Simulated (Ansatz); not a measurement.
Moving the choice of potentials or basis in Sb

Symmetry: I4/mmm, No. 139, tetragonal system. Conventional cell: a = 3.153 Å, b = 3.153 Å, c = 5.424 Å, α = 90.00°, β = 90.00°, γ = 90.00°. Sb (site symmetry 4/mmm) is surrounded by 12 Sb at 3.15 to 3.51 Å.

This isn't the form of Sb at room conditions, which is rhombohedral.

Kept alike: task equation of state; functional PBEsol; k mesh 12 × 12 × 12; occupations fermi-dirac, width 0.05 eV; no spin polarisation. Program: Ansatz. Cutoffs run from 420 to 1950 eV. The mesh is that of the run's cell of 1 atom. No spin-orbit coupling.

```csv
choice of potentials or basis,volume (Å³/atom),bulk modulus (GPa)
Ansatz PAW (files of its older set among them) (made for PBE),26.445,67.9
Ansatz PAW (made for PBE),26.438,67.9
JTH PAW (made for PBE),26.441,67.9
PseudoDojo standard (made for PBE),26.412,68.0
PseudoDojo stringent (made for PBE),26.518,67.8
```

Volume and modulus come from cells scaled at fixed shape and fractions; off cubic symmetry such a modulus can lie above the relaxed one.

Task: What does the choice of potentials or basis change here?

Result: The volume runs from 26.412 (PseudoDojo standard (made for PBE)) to 26.518 Å³/atom (PseudoDojo stringent (made for PBE)). The bulk modulus runs from 67.8 (PseudoDojo stringent (made for PBE)) to 68.0 GPa (PseudoDojo standard (made for PBE)).
